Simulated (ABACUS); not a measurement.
**TiB2 under changes of volume**

One of the cells (8.552 Å³/atom); the others are scaled copies at fixed shape and fractional positions:

```xyz
3
Lattice="3.0292 0.0000 0.0000 -1.5146 2.6234 0.0000 0.0000 0.0000 3.2284" Properties=species:S:1:pos:R:3 pbc="T T T"
Ti    0.0000    0.0000    0.0000
B     1.5146    0.8745    1.6142
B     0.0000    1.7489    1.6142
```

```yaml
Program: ABACUS 3.10.1
Functional: PBE
Potentials_or_basis: PseudoDojo NC SR 0.4.1 PBE standard
Cutoff: 1143 eV
Density_cutoff: 4572 eV
Basis: plane waves
k_mesh: 10 × 10 × 8
Occupations: fermi-dirac, width 0.05 eV
Spin: no spin polarisation
```

```tsv
volume (Å³/atom)	energy over the lowest point (meV/atom)	pressure (GPa)
8.039	27.83	18.0
8.210	12.13	11.5
8.381	3.06	5.6
8.552	0.00	0.2
8.723	?	?
8.894	9.77	-9.1
9.065	21.64	-13.1
```

Problem. What does the run at 8.723 Å³/atom give?

Solution. Energy over the lowest point 2.41 meV/atom; pressure -4.7 GPa.

Worked out: A Birch-Murnaghan fit of order 3 (a polynomial in V^(-2/3)) to the other rows has its minimum at 8.56 Å³/atom with B0 = V·E''(V) = 255 GPa and B' = 3.8 at fixed shape and positions, which overstates the stiffness. It gives 2.41 meV/atom at 8.723 Å³/atom, against the run's 2.41, and -dE/dV = -4.7 GPa, against -4.7.

Energies are extrapolated to zero smearing.

Caveats: there are fewer bands than atomic start orbitals, so a level may be missed at k points of high symmetry.
